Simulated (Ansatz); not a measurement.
# GaAs: the cost of one run

Program: Ansatz 0.2.0. Level of theory: DFT PBE, scalar-relativistic, plane waves, PAW. These are calculated values, not measurements.

**1. The structure to begin with**

The structure is hexagonal, space group P6_3/mmc (No. 194). Conventional cell: a = 3.652 Å, b = 3.652 Å, c = 6.017 Å, α = 90.00°, β = 90.00°, γ = 120.00°. Ga (site symmetry -3m) has 6 As at 2.59 Å as nearest neighbours. Around As (site symmetry -6m2) lie 6 Ga at 2.59 Å.

Structure file:

```xyz
4
Lattice="3.6518 0.0000 0.0000 -1.8259 3.1626 0.0000 0.0000 0.0000 6.0167" Properties=species:S:1:pos:R:3 pbc="T T T"
Ga    0.0000    0.0000    0.0000
Ga    0.0000    0.0000    3.0083
As    0.0000    2.1084    4.5125
As    1.8259    1.0542    1.5042
```

A structure generator made this guess: close-packed anion layers stacked AB|A, with sites between them filled layer by layer (P6_3/mmc, No. 194). Its size is a rough estimate.

**2. A first look at the guess**

Contents of input.yaml:

```yaml
crystal:
  lattice:
    - [3.6518093, 0.0, 0.0]
    - [-1.82590465, 3.16255962, 0.0]
    - [0.0, 0.0, 6.01668312]
  atoms:
    - { symbol: Ga, position: [0.0, 0.0, 0.0] }
    - { symbol: Ga, position: [0.0, 0.0, 0.5] }
    - { symbol: As, position: [0.33333333, 0.66666667, 0.75] }
    - { symbol: As, position: [0.66666667, 0.33333333, 0.25] }
basis:
  ecutwfc: 420
kpoints:
  mp_grid: { grid: [6, 6, 4] }
hamiltonian:
  xc: pbe
scf:
  occupations: { method: gaussian, width: 0.1 }
  lower_state_search: "off"
output:
  forces: true
  stress: true
  eigenvalues: true
```

On the command line:

```
> ansatz run input.yaml --threads 1 --pin off --max-ram 2048MiB --backend cpu --events-out ev --progress --plain --runs-dir out
```

**Question.** How long does this run take on 1 thread of Arm Neoverse V1, shared host, and how much memory does it need?

About 3.4 s, with a peak of 0.34 GiB.
